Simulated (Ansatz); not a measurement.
Results of LDA (Ansatz, a program for electronic structure, PAW) for rock-salt LiI.

Total energies, extrapolated to zero smearing (they compare only within this program, potentials and cutoff; free atoms with spin allowed, lowest state found):

```
system                  energy (eV/atom)
----------------------  ----------------
rock-salt LiI, relaxed        -3779.9975
free Li atom                   -199.8366
free I atom                   -7353.9723
```

**Question.** Work out the cohesive energy per atom.

**Answer.** E_coh = [1 × (-199.8366) + 1 × (-7353.9723)]/2 − (-3779.9975) = 3.09 eV/atom. The reference value is 2.82 eV/atom (measured, zero-point energy (Debye) added; as tabulated in Doll and Stoll (1998), arXiv:cond-mat/9801031), not set against a level without spin–orbit coupling.

Spin–orbit coupling is left out; its size isn't shown.

The PAW data were made under PBE.
